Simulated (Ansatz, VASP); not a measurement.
Two plane-wave programs on HfN

```
Hf N
1.0
     0.00000    1.93964    1.93964
     1.93964    0.00000    1.93964
     1.93964    1.93964    0.00000
Hf N
1 1
Direct
  0.00000 0.00000 0.00000
  0.50000 0.50000 0.50000
```

Change from the starting cell: volume scaled by 0.64, PAW files.

Alike in both runs: task single point; functional PBEsol; k mesh 15 × 15 × 15; occupations fermi-dirac, width 0.08 eV; no spin polarisation.

```csv
,VASP,Ansatz
version,VASP 6.6.1,Ansatz 0.2.0
potentials or method,"VASP PAW PBE potentials, release 64 (Hf_pv, N)","PAW with Ansatz's default frozen-core files, scalar-relativistic"
plane-wave cutoff (eV),520,420
valence electrons in the cell,15,31
```

VASP gave:

```
pressure (GPa) : 327.7
```

Question: What did Ansatz give for the same quantities?

Answer: Pressure (GPa): 322.8.

With one functional, cell and mesh, what is left measures potentials, basis and numerics. The two sets of potentials don't hold the same shells in valence.

Caveats: the cell as given lies far from equilibrium; so large a pressure means that the cell lies far from this level's equilibrium, or that cutoff or potentials fall short (VASP); the potentials were made for another functional, which shifts forces and pressure (VASP). Spin-orbit coupling is left out, which matters for the levels of Hf.
